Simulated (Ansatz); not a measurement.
AlNi:

```xyz
2
Lattice="2.8810 0.0000 0.0000 0.0000 2.8810 0.0000 0.0000 0.0000 2.8810" Properties=species:S:1:pos:R:3 pbc="T T T"
Ni    1.4405    1.4405    1.4405
Al    0.0000    0.0000    0.0000
```

Base run:

```yaml
Program: Ansatz 0.2.0
Functional: PBE
Potentials_or_basis: Ansatz PAW
Cutoff: "420 eV (not typed: the program's choice for these potentials)"
k_mesh: 8 × 8 × 8
Occupations: fermi-dirac, width 0.05 eV
Spin: collinear spin, ferromagnetic start
Starting_moments: "[0.5, 0.0] μB"
Fixed_moment: 0.5 μB
```

Its results: pressure 2.9 GPa; site moments Ni +0.38; Al +0.04 μB.

Task: The run is repeated on the same cell with these changes: fixed moment from 0.5 μB to 0.8 μB; moments at the start from [0.5, 0.0] to [0.8, 0.0]. What comes out?

Result: Pressure 4.4 GPa; site moments Ni +0.58; Al +0.08 μB.

Caveats: the total moment is fixed, so each spin has its own Fermi level; the thresholds are loose for stress.
